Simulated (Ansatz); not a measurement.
# NaCl in Ansatz: the effect of exact exchange

NaCl:

```
Cl Na
1.0
     0.00000    2.79406    2.79406
     2.79406    0.00000    2.79406
     2.79406    2.79406    0.00000
Cl Na
1 1
Direct
  0.50000 0.50000 0.50000
  0.00000 0.00000 0.00000
```

The cell is a database's computed one.

Alike in all runs:

```yaml
Program: Ansatz 0.2.0
Task: single point
Functional: HSE06 form with a typed share of exact exchange
Potentials_or_basis: Ansatz PAW
Cutoff: "420 eV (not typed: the program's choice for these potentials)"
k_mesh: 4 × 4 × 4
Occupations: fermi-dirac, width 0.05 eV
Spin: no spin polarisation
```

Task: One run gave: gap on the mesh 6.62 eV; pressure 1.0 GPa. Which exact exchange did it use?
A. 0.4
B. 0.05
C. 0.1
D. 0.25
E. 0.5

Result: D.

| exact exchange | gap on the mesh (eV) | pressure (GPa) |
| --- | --- | --- |
| 0.05 | 5.49 | 1.4 |
| 0.1 | 5.77 | 1.3 |
| 0.15 | 6.05 | 1.2 |
| 0.2 | 6.34 | 1.1 |
| 0.25 | 6.62 | 1.0 |
| 0.3 | 6.91 | 0.8 |
| 0.4 | 7.49 | 0.6 |
| 0.5 | 8.07 | 0.4 |

Caveats: all runs use coarse meshes; the PAW data sets come from PBE, with cores solved anew for the run's functional, which leaves a small shift of forces and pressure; the thresholds are loose for stress.

